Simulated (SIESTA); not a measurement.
Crystal: TiC.

```
Ti C
1.0
     0.00000    2.16572    2.16572
     2.16572    0.00000    2.16572
     2.16572    2.16572    0.00000
Ti C
1 1
Cartesian
  0.0000 0.0000 0.0000
  2.1657 2.1657 2.1657
```

The cell is a database's computed one.

Base run:

```yaml
Program: SIESTA 5.4.2
Functional: PBE
Potentials_or_basis: PseudoDojo 0.4 standard (PBE files)
Basis: DZP (energy shift 0.003 Ry; two zetas on semicore shells)
Grid_cutoff: 800 Ry
Energy_shift: 0.003 Ry
k_mesh: 11 × 11 × 11
Occupations: fermi-dirac, width 0.05 eV
Spin: no spin polarisation
Hubbard_terms: Ti d U = 6 eV
```

Its results: band gap on the k mesh none (metal or under the smearing width); pressure 21.3 GPa.

After a change of settings the same cell gave: band gap on the k mesh none (metal or under the smearing width); pressure 7.6 GPa. Which change was it?
A. hubbard terms from Ti d U = 6 eV to none
B. hubbard terms from Ti d U = 6 eV to Ti d U = 4 eV
C. hubbard terms from Ti d U = 6 eV to Ti d U = 2 eV

C.

Caveats: the basis of atomic orbitals isn't converged, which shifts pressures, moduli and gaps; U without spin polarisation on a metal has little footing; the U is typed as a test and isn't derived for this compound.
